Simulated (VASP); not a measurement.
MgO, 4 atoms in the cell. It takes space group P6_3/mmc (No. 194, hexagonal). The conventional cell has a = 3.521 Å, b = 3.521 Å, c = 4.239 Å, α = 90.00°, β = 90.00°, γ = 120.00°. Mg (site symmetry -6m2) is surrounded by 5 O at 2.03 to 2.12 Å. O (site symmetry -6m2) is surrounded by 5 Mg at 2.03 to 2.12 Å. The cell was built by a generator and needn't be a form met in nature.

* Program: VASP 6.6.1
* Task: single point
* Functional: PBE
* Potentials or basis: VASP PAW PBE potentials, release 64 (Mg, O)
* Cutoff: 520 eV
* k mesh: 12 × 12 × 6
* Occupations: fermi-dirac, width 0.02 eV
* Spin: no spin polarisation
* Dipole correction: no
* Further INCAR settings: ALGO = Normal; EDIFF = 1e-06; NBANDS = 16

Potentials or basis: VASP PAW PBE potentials, release 64 (Mg, O).

Run with:

```console
$ cat potpaw_PBE.64/Mg/POTCAR potpaw_PBE.64/O/POTCAR > POTCAR
$ mpirun -np 1 vasp_std > vasp.out
```

Hardware: 1 thread of AMD EPYC 9R14 (Zen 4) (shared host).

**Question.** Estimate the wall time of this run.

**Answer.** Run time: 27 s on 1 thread of AMD EPYC 9R14 (Zen 4) (shared host), peak memory 0.16 GiB. Counts: scf iterations 13, k points 76.
